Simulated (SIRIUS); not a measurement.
# CoO (Fm-3m) in SIRIUS: reference runs, part 2 of 2

SIRIUS 7.12.0.

## (6) Single point, PBEsol, collinear spin, ferromagnetic start, 9.88 Å³/atom (volume scaled by 1.02)

File sirius.json:

```json
{
  "control": {
    "processing_unit": "cpu",
    "verbosity": 2,
    "num_bands_to_print": 19,
    "print_forces": true,
    "print_stress": true
  },
  "parameters": {
    "electronic_structure_method": "pseudopotential",
    "xc_functionals": ["XC_GGA_X_PBE_SOL", "XC_GGA_C_PBE_SOL"],
    "gk_cutoff": 9.8,
    "pw_cutoff": 19.6,
    "ngridk": [11, 11, 11],
    "shiftk": [0, 0, 0],
    "smearing": "fermi_dirac",
    "smearing_width": 0.0018374661,
    "num_bands": 19,
    "num_mag_dims": 1,
    "num_dft_iter": 100,
    "energy_tol": 1e-08,
    "density_tol": 1e-06
  },
  "iterative_solver": {
    "type": "davidson",
    "min_tolerance": 1e-10
  },
  "mixer": {
    "type": "anderson",
    "beta": 0.5,
    "max_history": 8
  },
  "settings": {
    "tol_ne": 1e-10,
    "pseudo_grid_cutoff": 6.5,
    "smooth_initial_mag": true
  },
  "unit_cell": {
    "lattice_vectors": [
      [0.0, 4.054627185737, 4.054627185737],
      [4.054627185737, 0.0, 4.054627185737],
      [4.054627185737, 4.054627185737, 0.0]
    ],
    "atom_coordinate_units": "lattice",
    "atom_types": ["Co", "O"],
    "atom_files": {
      "O": "O.json",
      "Co": "Co.json"
    },
    "atoms": {
      "Co": [
        [0.0, 0.0, 0.0, 0.0, 0.0, 2.0]
      ],
      "O": [
        [0.5, 0.5, 0.5, 0.0, 0.0, 0.0]
      ]
    }
  }
}
```

Potentials or basis: PseudoDojo 0.4.1 PBEsol standard (scalar relativistic).

On the command line:

```
$ upf_to_json O.upf
$ upf_to_json Co.upf
$ OMP_NUM_THREADS=4 sirius.scf --input=sirius.json --output=out.json --task=0
```

Standard output:

```text
[info] SIRIUS version : 7.12.0
[info] number of MPI ranks           : 1
[info] MPI grid                      : 1 1
[info] maximum number of OMP threads : 4
[fft] FFT context for density and potential
[fft] =====================================
[fft]   comm size                             : 1
[fft]   plane wave cutoff                     : 19.6
[fft]   grid size                             : 40 40 40   total : 64000
[fft]   grid limits                           : -19 20   -19 20   -19 20
[fft]   number of G-vectors within the cutoff : 8433
[fft]   local number of G-vectors             : 8433
[fft]   number of G-shells                    : 483
[fft] FFT context for coarse grid
[fft] =====================================
[fft]   comm size                             : 1
[fft]   plane wave cutoff                     : 19.6
[fft]   grid size                             : 40 40 40   total : 64000
[fft]   grid limits                           : -19 20   -19 20   -19 20
[fft]   number of G-vectors within the cutoff : 8433
[fft]   local number of G-vectors             : 8433
[fft]   number of G-shells                    : 483
[unit cell] lattice vectors
[unit cell]   a1 :       0.0000000000      4.0546271857      4.0546271857
[unit cell]   a2 :       4.0546271857      0.0000000000      4.0546271857
[unit cell]   a3 :       4.0546271857      4.0546271857      0.0000000000
[unit cell] reciprocal lattice vectors
[unit cell]   b1 :      -0.7748166501      0.7748166501      0.7748166501
[unit cell]   b2 :       0.7748166501     -0.7748166501      0.7748166501
[unit cell]   b3 :       0.7748166501      0.7748166501     -0.7748166501
[unit cell] unit cell volume :       133.31615497 [a.u.^3]
[unit cell] 1/sqrt(omega)    :         0.08660812
[unit cell] MT volume        :         0.00000000 ( 0.00%)
[unit cell] IT volume        :       133.31615497 (100.00%)
[... 384 lines left out ...]
[find] hartree contribution           :      45.92733920
[find] xc contribution                :     -31.91966183
[find] ewald contribution             :    -105.58219068
[find] PAW contribution               :       0.00000000
[find] smearing (-TS)                 :      -0.00114757
[find] SCF correction                 :       0.00000171
[find] Total energy                   :    -169.26675639 (Ha),    -338.53351278 (Ry)
[find] Free energy (E-TS)             :    -169.26790396 (Ha),    -338.53580792 (Ry)
[find] band gap (eV)                  :       0.00000000
[find] Efermi                         :       0.50073754
[find] iteration : 14, RMS (target) : 6.7292e-07 (1.0000e-06) , energy difference (target) : -5.6787e-11 (1.0000e-08)
[find] bands are converged : true
[find] iterative solver converged : false
[find] converged after 15 SCF iterations!
[find] Charges and magnetic moments
[find] --------------------------------------------------------------------------------
[find] atom                moment                |moment|
[find] --------------------------------------------------------------------------------
[find]    0 [  0.00000,   0.00000,   2.37088]    2.370877
[find]    1 [  0.00000,   0.00000,   0.33106]    0.331063
[find] total charge          : 23.000000
[find] total moment          : [  0.00000,   0.00000,   2.99308], magnitude : 2.993081
[find] Energy
[find] --------------------------------------------------------------------------------
[find] valence_eval_sum               :     -11.41516541
[find] <rho|V^{XC}>                   :     -25.41844885
[find] <rho|E^{XC}>                   :     -31.91966183
[find] <mag|B^{XC}>                   :      -0.15915016
[find] <rho|V^{H}>                    :      91.85467840
[find] one-electron contribution      :     -77.69224480 (Ha),    -155.38448960 (Ry)
[find] hartree contribution           :      45.92733920
[find] xc contribution                :     -31.91966183
[find] ewald contribution             :    -105.58219068
[find] PAW contribution               :       0.00000000
[find] smearing (-TS)                 :      -0.00114757
[find] SCF correction                 :       0.00000171
[find] Total energy                   :    -169.26675639 (Ha),    -338.53351278 (Ry)
[find] Free energy (E-TS)             :    -169.26790396 (Ha),    -338.53580792 (Ry)
[find] band gap (eV)                  :       0.00000000
[find] Efermi                         :       0.50073754
[ground_state] === stress tensor components [kbar] ===
[ground_state] === stress_kin ===
[ground_state] -116337.949402    0.000000   -0.000000
[ground_state]     0.000000-116337.949402    0.000000
[ground_state]    -0.000000    0.000000-116337.949402
[ground_state] === stress_har ===
[ground_state] -33785.072623    0.000000    0.000000
[ground_state]     0.000000-33785.072623    0.000000
[ground_state]     0.000000    0.000000-33785.072623
[ground_state] === stress_ewald ===
[ground_state] 77668.378828    0.000000   -0.000000
[ground_state]     0.00000077668.378828    0.000000
[ground_state]    -0.000000    0.00000077668.378828
[ground_state] === stress_vloc ===
[ground_state] 16380.042280    0.000000    0.000000
[ground_state]     0.00000016380.042280   -0.000000
[ground_state]     0.000000   -0.00000016380.042280
[ground_state] === stress_xc ===
[ground_state] -13627.770389    0.000000    0.000000
[ground_state]     0.000000-13627.770389    0.000000
[ground_state]     0.000000    0.000000-13627.770389
[ground_state] === stress_core ===
[ground_state] 31248.038445    0.000000    0.000000
[ground_state]     0.00000031248.038445   -0.000000
[ground_state]     0.000000   -0.00000031248.038445
[ground_state] === stress_nonloc ===
[ground_state] 38595.648788    0.000000   -0.000000
[ground_state]     0.00000038595.648788    0.000000
[ground_state]    -0.000000    0.00000038595.648788
[ground_state] === stress_us_nl ===
[ground_state] 38595.648788    0.000000   -0.000000
[ground_state]     0.00000038595.648788    0.000000
[ground_state]    -0.000000    0.00000038595.648788
[ground_state] === stress_total ===
[ground_state]   141.315926    0.000000   -0.000000
[ground_state]     0.000000  141.315926    0.000000
[ground_state]    -0.000000    0.000000  141.315926
[ground_state] ==== total Forces in Ha/bohr =====
[ground_state] atom:    0, force:       0.0000000      0.0000000      0.0000000
[... 14 lines left out ...]
[ground_state] atom:    0, force:       0.0000000      0.0000000      0.0000000
[ground_state] atom:    1, force:       0.0000000      0.0000000      0.0000000
[~DFT_ground_state] local op. applied: 67078
[~DFT_ground_state] evp. work count: 14840.2
[~DFT_ground_state] number of iterative solver steps: 2774
```

It took 40 s on 4 threads of Intel Xeon Platinum 8259CL at 2.50GHz (Skylake/Cascade Lake), shared host; peak memory 0.46 GiB.

Results:

```
Free energy            : -4606.0143 eV
Pressure               : -14.1 GPa
Band gap on the k mesh : none (metal or under the smearing width)
Net moment             : 2.99 μB per cell
Absolute moment        : 3.01 μB per cell
```

Caveat: a cell with one magnetic atom can't hold antiferromagnetic order, which such compounds often take; semilocal functionals often make such compounds metallic where correlation or magnetic order opens a gap, which also shifts bond lengths.

## (7) Single point, PBEsol, collinear spin, ferromagnetic start, 10.07 Å³/atom (volume scaled by 1.04)

sirius.json: that of step 6 with these lines changed.

```diff
@@ -39,5 +39,5 @@
     "lattice_vectors": [
-      [0.0, 4.054627185737, 4.054627185737],
-      [4.054627185737, 0.0, 4.054627185737],
-      [4.054627185737, 4.054627185737, 0.0]
+      [0.0, 4.080956671424, 4.080956671424],
+      [4.080956671424, 0.0, 4.080956671424],
+      [4.080956671424, 4.080956671424, 0.0]
     ],
```

On the command line:

```
$ upf_to_json O.upf
$ upf_to_json Co.upf
$ OMP_NUM_THREADS=4 sirius.scf --input=sirius.json --output=out.json --task=0
```

Run time: 40 s. Hardware: 4 threads of Intel Xeon Platinum 8259CL at 2.50GHz (Skylake/Cascade Lake), shared host; peak memory 0.46 GiB.

It converged, with:

```
Free energy            : -4605.9769 eV
Pressure               : -16.9 GPa
Band gap on the k mesh : none (metal or under the smearing width)
Net moment             : 3.00 μB per cell
Absolute moment        : 3.02 μB per cell
```

Caveat: a cell with one magnetic atom can't hold antiferromagnetic order, which such compounds often take; semilocal functionals often make such compounds metallic where correlation or magnetic order opens a gap, which also shifts bond lengths.

## (8) Single point, PBEsol, collinear spin, ferromagnetic start, 10.27 Å³/atom (volume scaled by 1.06)

sirius.json: that of step 7 with these lines changed.

```diff
@@ -39,5 +39,5 @@
     "lattice_vectors": [
-      [0.0, 4.080956671424, 4.080956671424],
-      [4.080956671424, 0.0, 4.080956671424],
-      [4.080956671424, 4.080956671424, 0.0]
+      [0.0, 4.106950726943, 4.106950726943],
+      [4.106950726943, 0.0, 4.106950726943],
+      [4.106950726943, 4.106950726943, 0.0]
     ],
```

On the command line:

```
$ upf_to_json O.upf
$ upf_to_json Co.upf
$ OMP_NUM_THREADS=4 sirius.scf --input=sirius.json --output=out.json --task=0
```

It took 42 s on 4 threads of Intel Xeon Platinum 8259CL at 2.50GHz (Skylake/Cascade Lake), shared host; peak memory 0.47 GiB.

Results (log left out):

| Quantity | Value |
| --- | --- |
| Free energy | -4605.9333 eV |
| Pressure | -19.3 GPa |
| Band gap on the k mesh | none (metal or under the smearing width) |
| Net moment | 3.00 μB per cell |
| Absolute moment | 3.02 μB per cell |

Caveat: a cell with one magnetic atom can't hold antiferromagnetic order, which such compounds often take; semilocal functionals often make such compounds metallic where correlation or magnetic order opens a gap, which also shifts bond lengths.

## (9) Equation of state, PBEsol, collinear spin, ferromagnetic start

Potentials or basis: PseudoDojo 0.4.1 PBEsol standard (scalar relativistic).

No new run: the results of the series are fitted here.

What came out:

| Item | Value |
| --- | --- |
| Equilibrium volume | 9.08 Å³/atom (rough: see the caveat) |
| Bulk modulus | 187 GPa (rough) |

Energy against volume, from the lowest point:
| volume (Å³/atom) | energy (meV/atom) |
| --- | --- |
| 9.103 | 0.00 |
| 9.297 | 3.01 |
| 9.490 | 10.36 |
| 9.684 | 21.77 |
| 9.878 | 37.00 |
| 10.071 | 55.69 |
| 10.265 | 77.51 |

Caveat: the fit is doubtful: noisy points or a state that changes with volume; the minimum lies outside the volumes run.

## (10) Single point, PBEsol, collinear spin, ferromagnetic start (atoms moved at random, drawn with an rms of 0.05 Å)

sirius.json: that of step 8 with these lines changed.

```diff
@@ -39,5 +39,5 @@
     "lattice_vectors": [
-      [0.0, 4.106950726943, 4.106950726943],
-      [4.106950726943, 0.0, 4.106950726943],
-      [4.106950726943, 4.106950726943, 0.0]
+      [0.0, 4.02795123464, 4.02795123464],
+      [4.02795123464, 0.0, 4.02795123464],
+      [4.02795123464, 4.02795123464, 0.0]
     ],
@@ -51,6 +51,6 @@
       "Co": [
-        [0.0, 0.0, 0.0, 0.0, 0.0, 2.0]
+        [-0.007395, 0.008297, 0.015069, 0.0, 0.0, 2.0]
       ],
       "O": [
-        [0.5, 0.5, 0.5, 0.0, 0.0, 0.0]
+        [0.497125, 0.517157, 0.495314, 0.0, 0.0, 0.0]
       ]
```

Potentials or basis: PseudoDojo 0.4.1 PBEsol standard (scalar relativistic).

On the command line:

```
$ upf_to_json O.upf
$ upf_to_json Co.upf
$ OMP_NUM_THREADS=4 sirius.scf --input=sirius.json --output=out.json --task=0
```

Standard output:

```text
[info] SIRIUS version : 7.12.0
[info] number of MPI ranks           : 1
[info] MPI grid                      : 1 1
[info] maximum number of OMP threads : 4
[fft] FFT context for density and potential
[fft] =====================================
[fft]   comm size                             : 1
[fft]   plane wave cutoff                     : 19.6
[fft]   grid size                             : 40 40 40   total : 64000
[fft]   grid limits                           : -19 20   -19 20   -19 20
[fft]   number of G-vectors within the cutoff : 8265
[fft]   local number of G-vectors             : 8265
[fft]   number of G-shells                    : 476
[fft] FFT context for coarse grid
[fft] =====================================
[fft]   comm size                             : 1
[fft]   plane wave cutoff                     : 19.6
[fft]   grid size                             : 40 40 40   total : 64000
[... 475 lines left out ...]
[ground_state]     1.11055639380.108475   -1.379687
[ground_state]    -0.965315   -1.37968739379.392152
[ground_state] === stress_us_nl ===
[ground_state] 39378.580160    1.110556   -0.965315
[ground_state]     1.11055639380.108475   -1.379687
[ground_state]    -0.965315   -1.37968739379.392152
[ground_state] === stress_total ===
[ground_state]   110.264914    0.615839   -0.539341
[ground_state]     0.615839  108.720900   -0.758413
[ground_state]    -0.539341   -0.758413  109.443498
[ground_state] ==== total Forces in Ha/bohr =====
[ground_state] atom:    0, force:       0.0000710      0.0000721     -0.0000744
[ground_state] atom:    1, force:      -0.0000713     -0.0000724      0.0000747
[ground_state] ==== ultrasoft contribution from Qij =====
[ground_state] atom:    0, force:       0.0000000      0.0000000      0.0000000
[ground_state] atom:    1, force:       0.0000000      0.0000000      0.0000000
[ground_state] ==== non-local contribution from Beta-projector =====
[ground_state] atom:    0, force:      -0.0120147     -0.0168185      0.0147634
[ground_state] atom:    1, force:      -0.0098864     -0.0138023      0.0121308
[ground_state] ==== contribution from local potential =====
[ground_state] atom:    0, force:       0.1548594      0.2168992     -0.1903449
[ground_state] atom:    1, force:      -0.1334107     -0.1869110      0.1640064
[ground_state] ==== contribution from core density =====
[ground_state] atom:    0, force:       0.0002261      0.0003178     -0.0002785
[ground_state] atom:    1, force:       0.0002262      0.0003147     -0.0002770
[ground_state] ==== Ewald forces from ions =====
[ground_state] atom:    0, force:      -0.1429997     -0.2003262      0.1757855
[ground_state] atom:    1, force:       0.1429997      0.2003262     -0.1757855
[~DFT_ground_state] local op. applied: 844384
[~DFT_ground_state] evp. work count: 187986
[~DFT_ground_state] number of iterative solver steps: 32165
```

Wall time 6.4 min (4 threads of Intel Xeon Platinum 8488C (Sapphire Rapids), shared host); peak memory 3.2 GiB.

What came out:

- Free energy: -4606.0449 eV
- Pressure: -10.9 GPa
- Largest force: 0.006 eV/Å
- Band gap on the k mesh: none (metal or under the smearing width)
- Net moment: 2.98 μB per cell
- Absolute moment: 3.00 μB per cell

Forces on the atoms (eV/Å):
```
Co   0.004  0.004 -0.004
O   -0.004 -0.004  0.004
```

Caveat: a cell with one magnetic atom can't hold antiferromagnetic order, which such compounds often take; semilocal functionals often make such compounds metallic where correlation or magnetic order opens a gap, which also shifts bond lengths.
